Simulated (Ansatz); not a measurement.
# Te2Mo in Ansatz: the effect of functional

Te2Mo, a slab with vacuum:

```
CELL_PARAMETERS angstrom
3.63006 0.00000 0.00000
-1.81503 3.14372 0.00000
0.00000 0.00000 17.86775
ATOMIC_POSITIONS crystal
Te 0.33333 0.66667 0.10214
Te 0.33333 0.66667 0.89786
Mo 0.00000 0.00000 0.00000
```

The cell isn't the ideal one: volume scaled by 1.06.

Alike in all runs:

```yaml
Program: Ansatz 0.2.0
Task: single point
Potentials_or_basis: Ansatz PAW
k_mesh: 9 × 9 × 2
Occupations: fermi-dirac, width 0.05 eV
Spin: no spin polarisation
```

```csv
functional,cutoff,gap on the mesh (eV),largest force (eV/Å)
LDA,420 eV (not typed: the program's choice for these potentials),0.96,1.14
PBEsol,420 eV (not typed: the program's choice for these potentials),0.96,0.92
r2SCAN,500 eV (not typed: the program's choice for these potentials),?,?
```

Problem. What does the run with functional r2SCAN give?

Solution. gap on the mesh 1.03 eV; largest force 0.78 eV/Å.

Caveats: odd divisions of the mesh miss points on the zone boundary, where band edges often lie, so the gap on the mesh can be too wide; spin-orbit coupling is left out, which moves the levels of the heavy elements; the PAW data sets come from PBE, with cores solved anew for the run's functional, which leaves a small shift of forces and pressure.

A k mesh can miss the band edges.

Runs at the PBE level aren't shown here.
